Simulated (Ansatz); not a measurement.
# InAs: the cost of one run

Program: Ansatz 0.2.0. Level of theory: DFT PBEsol, scalar-relativistic, plane waves, PAW. These are calculated values, not measurements.

The COD entry's cell or inner coordinates are ideal or old and differ from later refinements, so a difference from it is no clean test against experiment.

2 further runs of the same task are left out: 2 set aside as unsound or not needed.

### 1 The structure to begin with

It takes space group F-43m (No. 216, cubic). The conventional cell has a = 6.087 Å, b = 6.087 Å, c = 6.087 Å, α = 90.00°, β = 90.00°, γ = 90.00°. Around In (site symmetry -43m) lie 4 As at 2.64 Å. Around As (site symmetry -43m) lie 4 In at 2.64 Å.

Coordinates:

```cif
data_structure
_symmetry_space_group_name_H-M 'P 1'
_symmetry_Int_Tables_number 1
_cell_length_a 6.0875
_cell_length_b 6.0875
_cell_length_c 6.0875
_cell_angle_alpha 90.000
_cell_angle_beta 90.000
_cell_angle_gamma 90.000
_cell_volume 225.58
loop_
_atom_site_label
_atom_site_type_symbol
_atom_site_fract_x
_atom_site_fract_y
_atom_site_fract_z
_atom_site_occupancy
In1 In 0.00000 0.00000 0.00000 1
In2 In 0.50000 0.50000 0.00000 1
In3 In 0.50000 0.00000 0.50000 1
In4 In 0.00000 0.50000 0.50000 1
As1 As 0.75000 0.75000 0.75000 1
As2 As 0.25000 0.25000 0.75000 1
As3 As 0.25000 0.75000 0.25000 1
As4 As 0.75000 0.25000 0.25000 1
```

It is built from the cell relaxed beforehand with the same method (28.20 Å³/atom).

### 2 The reference: the undisturbed cell on the scan's mesh

Input file input.yaml:

```yaml
crystal:
  lattice:
    - [6.087465924, 0.0, 0.0]
    - [0.0, -6.087465924, 0.0]
    - [0.0, 0.0, -6.087465924]
  atoms:
    - { symbol: In, position: [0.0, 0.0, 0.0] }
    - { symbol: In, position: [0.5, 0.5, 0.0] }
    - { symbol: In, position: [0.5, 0.0, 0.5] }
    - { symbol: In, position: [0.0, 0.5, 0.5] }
    - { symbol: As, position: [0.75, 0.75, 0.75] }
    - { symbol: As, position: [0.25, 0.25, 0.75] }
    - { symbol: As, position: [0.25, 0.75, 0.25] }
    - { symbol: As, position: [0.75, 0.25, 0.25] }
basis:
  ecutwfc: 420
kpoints:
  mp_grid: { grid: [6, 6, 6] }
hamiltonian:
  xc: pbesol
scf:
  occupations: { method: gaussian, width: 0.15 }
output:
  forces: true
  stress: true
  eigenvalues: true
  write_density: true
  write_potential: true
  elf: true
  volumetric_format: npy
```

Run with:

```console
ansatz run input.yaml --threads 2 --pin off --max-ram 5120MiB --backend cpu --events-out ev --progress --plain --runs-dir out
```

What time and memory should one allow on 2 threads of Arm Neoverse V2, shared host?

About 16 s, with a peak of 0.6 GiB.
